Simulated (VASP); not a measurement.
Write the native input for VASP 6.6.1 that does the following.

```yaml
Task: single point
Functional: PBEsol
Potentials_or_basis: VASP PAW PBE potentials, release 64 (Mo_sv)
Cutoff: 900 eV
k_mesh: 18 × 18 × 18
Occupations: gaussian, width 0.1 eV
Spin: no spin polarisation
Further_INCAR_settings: ALGO = Normal; EDIFF = 1e-06; NBANDS = 13
```

The structure of Mo lies in POSCAR:

```
Mo
1.0
   -1.5656100000      1.5656100000      1.5656100000
    1.5656100000     -1.5656100000      1.5656100000
    1.5656100000      1.5656100000     -1.5656100000
Mo
1
Direct
    1.0000000000      0.0000000000      1.0000000000
```

These files were run (other wordings do the same):

INCAR

```
SYSTEM = Mo
  PREC = Accurate
  ENCUT = 900
  EDIFF = 1E-6
  ISMEAR = 0
  SIGMA = 0.1
  LREAL = .False.
  LASPH = .True.
  NELM = 60
  ALGO = Normal
  ISIF = 2
  LWAVE = .False.
  LCHARG = .False.
  GGA = PS
  NBANDS = 13
```

KPOINTS

```
regular mesh
0
Gamma
  18 18 18
  0 0 0
```

Potentials or basis: VASP PAW PBE potentials, release 64 (Mo_sv).

Launch:

```bash
$ cat potpaw_PBE.64/Mo_sv/POTCAR > POTCAR
$ mpirun -np 1 vasp_std > vasp.out
```

It gave:

```yaml
Pressure: 0.1 GPa
Band_gap_on_the_k_mesh: none (metal or under the smearing width)
```

Caveat: the PAW data sets were made with another functional, which shifts forces and pressure a little.

It took 48 s on 1 thread of Intel(R) Xeon(R) Platinum 8488C (Sapphire Rapids) (shared host), peak memory 0.22 GiB.
